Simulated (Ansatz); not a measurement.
Consider AlAs in the zinc blende structure (space group F-43m, No. 216).

Space group F-43m (No. 216); a = 5.7284 Å, b = 5.7284 Å, c = 5.7284 Å, α = 90.00°, β = 90.00°, γ = 90.00°

```
atom  site  symmetry       x       y       z
----  ----  --------  ------  ------  ------
As      4c      -43m  0.2500  0.2500  0.2500
Al      4a      -43m  0.0000  0.0000  0.0000
```
(The calculation used a cell of 2 atoms; values per cell refer to that cell.)

All numbers come from PBE, PAW, 420 eV (Ansatz, a first-principles code; no spin-orbit coupling).

The change: full substitution As → Sb; the structure is relaxed again.

Measured lattice parameter a: AlAs 5.649 Å (static lattice; corrected from measurement; as listed in Daniel Mejia-Rodriguez, S. B. Trickey, Phys. Rev. B (2018)); AlSb 6.128 Å (0 K or low temperature; as listed in Guo-Xu Zhang et al., New Journal of Physics (2018)).

### Question
How well does PBE reproduce the measured shift?

### Answer
With PBE the lattice parameter a moves by +0.497 Å (5.728 → 6.225) against +0.479 Å measured. The two measured values stand on different bases (one corrected, one not), which blurs small differences.

No phonon test of stability was made.
